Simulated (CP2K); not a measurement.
The system is ZrO2.

```
Zr O
1.0
     3.59610    0.00000    0.00000
     0.00000    3.59610    0.00000
     0.00000    0.00000    5.17700
Zr O
2 4
Direct
  0.50000 0.50000 0.50000
  0.00000 0.00000 0.00000
  0.50000 0.00000 0.79700
  0.50000 0.00000 0.29700
  0.00000 0.50000 0.70300
  0.00000 0.50000 0.20300
```

Program: CP2K 2026.2. Alike in all runs: task projected density of states; potentials or basis GTH_POTENTIALS Zr GTH-PBE-q12, O GTH-PBE-q6; DZVP-MOLOPT-SR-GTH basis; no spin polarisation; cell as given; k mesh 6 × 6 × 4; smearing fermi-dirac 0.05 eV.

Order these runs on this cell by their band gap on the k mesh, lowest first.
A. level PBE+U; U Zr d U = 2.0 eV; PLUS_U_METHOD MULLIKEN
B. level PBE+U; U Zr d U = 4.0 eV; PLUS_U_METHOD MULLIKEN
C. level PBE

C (3.99 eV), A (4.44 eV), B (4.90 eV).

Caveats: the basis of atomic orbitals isn't converged, which shifts pressures, moduli and gaps; this program's U acts on Mulliken populations of all basis functions of the shell, so it isn't the U of plane-wave codes (some runs); energies scatter by some meV and the pressure isn't listed (some runs).

A k mesh can miss the band edges.
